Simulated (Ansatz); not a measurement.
Li2O (antifluorite), relaxed with r2SCAN, was run in Ansatz under altered settings. All numbers are computed, without spin polarisation but where a row says otherwise.

```yaml
crystal:
  lattice:
    - [0.00000, 2.28637, 2.28637]
    - [2.28637, 0.00000, 2.28637]
    - [2.28637, 2.28637, 0.00000]
  atoms:
    - { symbol: O, position: [0.00000, 0.00000, 0.00000] }
    - { symbol: Li, position: [0.25000, 0.25000, 0.25000] }
    - { symbol: Li, position: [0.75000, 0.75000, 0.75000] }
```

The base run's other keys:
```yaml
kpoints:
  mp_grid: { grid: [4, 4, 4] }
hamiltonian:
  xc: hse06
scf:
  occupations: { method: fixed }
  n_extra_bands: 4
```

It takes 11 iterations with 459 plane waves at 420 eV and 8 k points, and leaves a mean stress of -0.33 GPa. The gap over this mesh is 6.655 eV.

Outcomes, with energy and stress as changes against the base:

| setting | outcome | ΔF (meV/atom) | Δ mean stress (GPa) | gap on the mesh (eV) | iterations |
| --- | --- | --- | --- | --- | --- |
| PBE hybrid, exx coeff 0.4, omega 0.5 1/Å | converged | – | -1.3 | 6.607 | 13 |
| PBE hybrid, exx coeff 1.0, omega 0.1 1/Å | converged | – | -9.1 | 13.269 | 20 |
| PBE hybrid, exx coeff 0.75, omega 0.2078 1/Å | converged | – | -6.1 | 10.057 | 18 |
| PBE hybrid, exx coeff 0.35, omega 0.3 1/Å | converged | – | -1.2 | 6.972 | 12 |
| scf.mixing.ndim: 30 | converged | 0.0 | 0.0 | 6.655 | 11 |
| kpoints.mp_grid.grid: [0, 4, 4] | refused | – | – | – | – |

A dash marks a value that wasn't obtained or can't be compared. Stress is positive in compression.

- PBE hybrid, exx coeff 0.4, omega 0.5 1/Å. That is 40 % exact exchange, screened with ω = 0.5 1/Å, against HSE06's 25 % screened at 0.208 1/Å. The mean stress moves by -1.3 GPa and the gap on the mesh by -0.048 eV (to 6.607). Totals of different functionals aren't comparable.
- PBE hybrid, exx coeff 1.0, omega 0.1 1/Å. That is 100 % exact exchange, screened with ω = 0.1 1/Å, against HSE06's 25 % screened at 0.208 1/Å. The mean stress moves by -9.1 GPa and the gap on the mesh by +6.614 eV (to 13.269). Totals of different functionals aren't comparable. The program warns that on this mesh the truncation of the exchange isn't bounded, so part of the change can be an error of the mesh.
- PBE hybrid, exx coeff 0.75, omega 0.2078 1/Å. That is 75 % exact exchange, screened with ω = 0.2078 1/Å, against HSE06's 25 % screened at 0.208 1/Å. The mean stress moves by -6.1 GPa and the gap on the mesh by +3.402 eV (to 10.057). Totals of different functionals aren't comparable. The program warns that on this mesh the truncation of the exchange isn't bounded, so part of the change can be an error of the mesh.
- PBE hybrid, exx coeff 0.35, omega 0.3 1/Å. That is 35 % exact exchange, screened with ω = 0.3 1/Å, against HSE06's 25 % screened at 0.208 1/Å. The mean stress moves by -1.2 GPa and the gap on the mesh by +0.317 eV (to 6.972). Totals of different functionals aren't comparable.
- kpoints.mp_grid.grid: [0, 4, 4]. The program doesn't start. Error: invalid value for `kpoints.mp_grid.grid`: each dimension must be in 1..=255

Within 1 meV an atom, 0.1 GPa and 0.005 eV of the base stay: scf.mixing.ndim: 30.

The stress of a hybrid is loosely converged in these runs.

The meshes of the hybrids are coarse, so their gaps aren't converged to the digits shown.
